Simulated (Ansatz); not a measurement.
MgO built on the zincblende prototype, relaxed with r2SCAN, was run in the plane-wave code Ansatz under altered settings. All numbers are computed, without spin polarisation but where a row says otherwise.

```
CELL_PARAMETERS angstrom
0.00000 2.28201 2.28201
2.28201 0.00000 2.28201
2.28201 2.28201 0.00000
ATOMIC_POSITIONS crystal
Mg 0.00000 0.00000 0.00000
O 0.25000 0.25000 0.25000
```

The base run's other keys:
```yaml
kpoints:
  mp_grid: { grid: [4, 4, 4] }
hamiltonian:
  xc: hse06
scf:
  occupations: { method: fixed }
  n_extra_bands: 4
```

It takes 11 iterations with 459 plane waves at 420 eV and 8 k points, and leaves a mean stress of -0.01 GPa. The gap over this mesh is 5.275 eV. It ran on 4 threads of Arm Neoverse N1 (shared host).

Outcomes, with energy and stress as changes against the base:
```tsv
setting	outcome	ΔF (meV/atom)	Δ mean stress (GPa)	gap on the mesh (eV)	iterations	wall time
PBE hybrid, exx coeff 0.15, omega 0.2078 1/Å	converged	–	+1.5	4.613	11	3.4 s
PBE hybrid, exx coeff 0.75, omega 0.1 1/Å	converged	–	-7.2	9.856	18	4.1 s
PBE hybrid, exx coeff 0.75, omega 0.5 1/Å	converged	–	-6.0	6.700	17	4 s
scf.exx.singularity: none	converged	-2.3	-0.2	5.278	11	3.4 s
PBE hybrid, exx coeff -0.2, omega 0.5 1/Å	refused	–	–	–	–	0.04 s
hamiltonian.dispersion: d3bj	converged	-263	-3.6	5.275	11	3.4 s
```
A dash marks a value that wasn't obtained or can't be compared. Stress is positive in compression. The base took 3.3 s.

- PBE hybrid, exx coeff 0.15, omega 0.2078 1/Å. That is 15 % exact exchange, screened with ω = 0.2078 1/Å, against HSE06's 25 % screened at 0.208 1/Å. The mean stress moves by +1.5 GPa and the gap on the mesh by -0.662 eV (to 4.613). Totals of different functionals aren't comparable.
- PBE hybrid, exx coeff 0.75, omega 0.1 1/Å. That is 75 % exact exchange, screened with ω = 0.1 1/Å, against HSE06's 25 % screened at 0.208 1/Å. The mean stress moves by -7.2 GPa and the gap on the mesh by +4.581 eV (to 9.856). Totals of different functionals aren't comparable. The program warns that on this mesh the truncation of the exchange isn't bounded, so part of the change can be an error of the mesh.
- PBE hybrid, exx coeff 0.75, omega 0.5 1/Å. That is 75 % exact exchange, screened with ω = 0.5 1/Å, against HSE06's 25 % screened at 0.208 1/Å. The mean stress moves by -6.0 GPa and the gap on the mesh by +1.425 eV (to 6.700). Totals of different functionals aren't comparable.
- PBE hybrid, exx coeff -0.2, omega 0.5 1/Å. The program doesn't start. Error: invalid value for `hamiltonian.xc.exx.coeff`: must be finite and in (0, 1]; got -0.2
- hamiltonian.dispersion: d3bj. The free energy moves by -263 meV an atom, the mean stress by -3.6 GPa and the gap on the mesh by 0.000 eV (to 5.275). A pairwise correction adds to energy, forces and stress and leaves the bands alone.

The stress of a hybrid is loosely converged in these runs.

The meshes of the hybrids are coarse, so their gaps aren't converged to the digits shown.
